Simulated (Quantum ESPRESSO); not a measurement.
W: phonons at U under several settings

```
W
1.0
     0.00000    2.03000    2.03000
     2.03000    0.00000    2.03000
     2.03000    2.03000    0.00000
W
1
Direct
  0.00000 0.00000 0.00000
```

This isn't the form of W at room conditions, which is bcc.

All runs used Quantum ESPRESSO 7.5; k mesh 9 × 9 × 9; relaxed cell; no spin polarisation; occupations cold, width 0.2 eV.

| level | potentials | cutoff (eV) | volume (Å³/atom) | frequencies (cm⁻¹) |
| --- | --- | --- | --- | --- |
| LDA | PseudoDojo 0.4.1 SR LDA standard | 952 | 15.56 | 149 187 241 |
| PBE | PseudoDojo 0.4.1 SR PBE standard | 1007 | 16.39 | 121 162 226 |
| PBEsol | PseudoDojo 0.4.1 SR PBEsol standard | 1007 | 15.92 | 137 177 237 |
| BLYP | PseudoDojo 0.4.1 SR PBE standard | 1007 | 16.93 | 117 155 214 |
| revPBE | PseudoDojo 0.4.1 SR PBE standard | 1007 | 16.54 | 112 155 221 |
| PW91 | PseudoDojo 0.4.1 SR PBE standard | 1007 | ? | ? |

**Question.** What stands in the row left open?

**Answer.** Volume 16.39 Å³/atom; frequencies 124 165 226 cm⁻¹.

Caveats: the mesh is thin for the phonons of a metal; the q point doesn't lie on the k mesh, which can shift a metal's frequencies strongly unless the mesh is converged; the potentials were made for another functional, which shifts forces and pressure (some runs).

For the row left open. Caveat: the mesh is thin for the phonons of a metal; the potentials were made for another functional, which shifts forces and pressure; the q point doesn't lie on the k mesh, which can shift a metal's frequencies strongly unless the mesh is converged.
